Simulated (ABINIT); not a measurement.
## Bi: band structure with SCAN

Bi:

```
Bi
1.0
     2.26750    1.30914    3.93800
    -2.26750    1.30914    3.93800
     0.00000   -2.61828    3.93800
Bi
2
Direct
  0.76600 0.76600 0.76600
  0.23400 0.23400 0.23400
```

```json
{
 "Program": "ABINIT 10.8.3 (patched build)",
 "Task": "band structure",
 "Functional": "SCAN",
 "Potentials or basis": "JTH PAW PBE v2.0",
 "Cutoff": "707 eV",
 "k mesh": "7 × 7 × 7",
 "Occupations": "fermi-dirac, width 0.05 eV",
 "Spin": "no spin polarisation",
 "Fine-grid cutoff": "1306.15 eV"
}
```

```yaml
Pressure: -0.7 GPa
Largest_force: 0.060 eV/Å
Band_gap_on_the_k_mesh: 0.37 eV, indirect (least direct gap 0.61 eV)
Band_gap_along_the_path: 0.08 eV, direct
Valence_electrons_inside_the_program's_atomic_spheres: Bi 12.20 (radii [1.2765] Å)
```

Forces on the atoms (eV/Å):
```
Bi   0.000  0.000 -0.060
Bi   0.000  0.000  0.060
```

Stress tensor (GPa, compression positive):
```
-0.66  0.00  0.00
 0.00 -0.66  0.00
 0.00  0.00 -0.91
```

Levels at the corners of the path, in eV from the valence-band top:
```
point  band 11  band 12  band 13  band 14  band 15  band 16  band 17  band 18  band 19  band 20
    Γ   -13.43    -7.44    -1.34    -1.09    -1.09     2.76     3.25     3.25     6.48     6.56
    L   -11.41   -10.70    -1.12    -1.01     0.00     0.08     0.83     1.28     8.43     9.33
   B1   -11.06   -10.37    -4.01    -3.91    -0.18     1.03     5.54     5.55     6.73     6.93
```

Run time: 15 min on 1 thread of Arm Neoverse V1, with other jobs on the host, peak memory 0.29 GiB.

Caveat: the PAW data sets were made with another functional, which shifts forces and pressure a little; spin-orbit coupling is left out, which as a rule narrows the gap of such compounds by several tenths of an eV; the mesh misses the band edges, which the band path finds closer together. SCAN opens gaps a little over a GGA but as a rule still falls short of measured ones.
